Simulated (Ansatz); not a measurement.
**Zr on a N site in ZrN**

Aim: make a Zr on a N site in a supercell of 32 atoms of ZrN, relax it, and find its formation energy, moment and surroundings.

Program: Ansatz 0.2.0. Level of theory: DFT PBE, scalar-relativistic, plane waves, PAW. These are calculated values, not measurements.

2 further runs of the same task are left out: 2 set aside as unsound or not needed.

**1. The system as given**

The structure is cubic, space group Fm-3m (No. 225). Conventional cell: a = 4.595 Å, b = 4.595 Å, c = 4.595 Å, α = 90.00°, β = 90.00°, γ = 90.00°. Around Zr (site symmetry m-3m) lie 6 N at 2.30 Å. N (site symmetry m-3m) has 6 Zr at 2.30 Å as nearest neighbours.

As a file:

```cif
data_structure
_symmetry_space_group_name_H-M 'Fm-3m'
_symmetry_Int_Tables_number 225
_cell_length_a 4.5946
_cell_length_b 4.5946
_cell_length_c 4.5946
_cell_angle_alpha 90.000
_cell_angle_beta 90.000
_cell_angle_gamma 90.000
_cell_volume 96.99
loop_
_atom_site_label
_atom_site_type_symbol
_atom_site_symmetry_multiplicity
_atom_site_Wyckoff_symbol
_atom_site_fract_x
_atom_site_fract_y
_atom_site_fract_z
_atom_site_occupancy
Zr1 Zr 4 b 0.50000 0.00000 0.00000 1
N1 N 4 a 0.00000 0.00000 0.00000 1
```

It goes back to an entry of the Materials Project, which need not be the stable form.

It is the result of an earlier relaxation at this level (volume 12.12 Å³/atom; gap on the mesh: none (metal)).

**2. Host supercell without the defect**

Contents of input.yaml:

```yaml
crystal:
  lattice:
    - [4.5945978679, 4.5945978679, 4.5945978679]
    - [-4.5945978679, 4.5945978679, -4.5945978679]
    - [-4.5945978679, -4.5945978679, 4.5945978679]
  atoms:
    - { symbol: Zr, position: [0.5, 0.0, 0.0] }
    - { symbol: Zr, position: [0.5, 0.75, 0.25] }
    - { symbol: Zr, position: [0.75, 0.75, 0.0] }
    - { symbol: Zr, position: [0.5, 0.5, 0.5] }
    - { symbol: Zr, position: [0.75, 0.5, 0.25] }
    - { symbol: Zr, position: [0.0, 0.5, 0.0] }
    - { symbol: Zr, position: [0.5, 0.25, 0.75] }
    - { symbol: Zr, position: [0.75, 0.25, 0.5] }
    - { symbol: Zr, position: [0.0, 0.25, 0.25] }
    - { symbol: Zr, position: [0.25, 0.25, 0.0] }
    - { symbol: Zr, position: [0.75, 0.0, 0.75] }
    - { symbol: Zr, position: [0.0, 0.0, 0.5] }
    - { symbol: Zr, position: [0.25, 0.0, 0.25] }
    - { symbol: Zr, position: [0.0, 0.75, 0.75] }
    - { symbol: Zr, position: [0.25, 0.75, 0.5] }
    - { symbol: Zr, position: [0.25, 0.5, 0.75] }
    - { symbol: "N", position: [0.5, 0.25, 0.25] }
    - { symbol: "N", position: [0.5, 0.0, 0.5] }
    - { symbol: "N", position: [0.75, 0.0, 0.25] }
    - { symbol: "N", position: [0.5, 0.75, 0.75] }
    - { symbol: "N", position: [0.75, 0.75, 0.5] }
    - { symbol: "N", position: [0.0, 0.75, 0.25] }
    - { symbol: "N", position: [0.5, 0.5, 0.0] }
    - { symbol: "N", position: [0.75, 0.5, 0.75] }
    - { symbol: "N", position: [0.0, 0.5, 0.5] }
    - { symbol: "N", position: [0.25, 0.5, 0.25] }
    - { symbol: "N", position: [0.75, 0.25, 0.0] }
    - { symbol: "N", position: [0.0, 0.25, 0.75] }
    - { symbol: "N", position: [0.25, 0.25, 0.5] }
    - { symbol: "N", position: [0.0, 0.0, 0.0] }
    - { symbol: "N", position: [0.25, 0.0, 0.75] }
    - { symbol: "N", position: [0.25, 0.75, 0.0] }
basis:
  ecutwfc: 420
  xc_grid: 2
kpoints:
  mp_grid: { grid: [4, 4, 4], shift: [0.5, 0.5, 0.5] }
hamiltonian:
  xc: pbe
scf:
  occupations: { method: gaussian, width: 0.1 }
output:
  forces: true
  stress: true
  eigenvalues: true
```

Command:

```sh
$ ansatz run input.yaml --threads 4 --pin off --max-ram 10240MiB --backend cpu --events-out ev --progress --plain --runs-dir out
```

Further runs follow: relaxation at the host's cell.

**Question.** What will these runs give? Wanted: formation energy, neutral; nearest atoms after relaxation, one image of each, neutral.

The runs gave:

| quantity | value |
| --- | --- |
| formation energy, neutral | 14.44 eV |
| nearest atoms after relaxation, one image of each, neutral | 6 Zr at 2.48 Å |

In words: Forming the neutral defect takes 14.44 eV with the elements as reservoirs. Spin polarisation was off in the neutral run, so a moment could not show there. With 32 host sites the defect feels its images, so energies are good to tenths of an eV at best. A distortion of lower symmetry was not tried. Spin polarisation is off in the runs that give these values; a magnetic solution could lie lower.
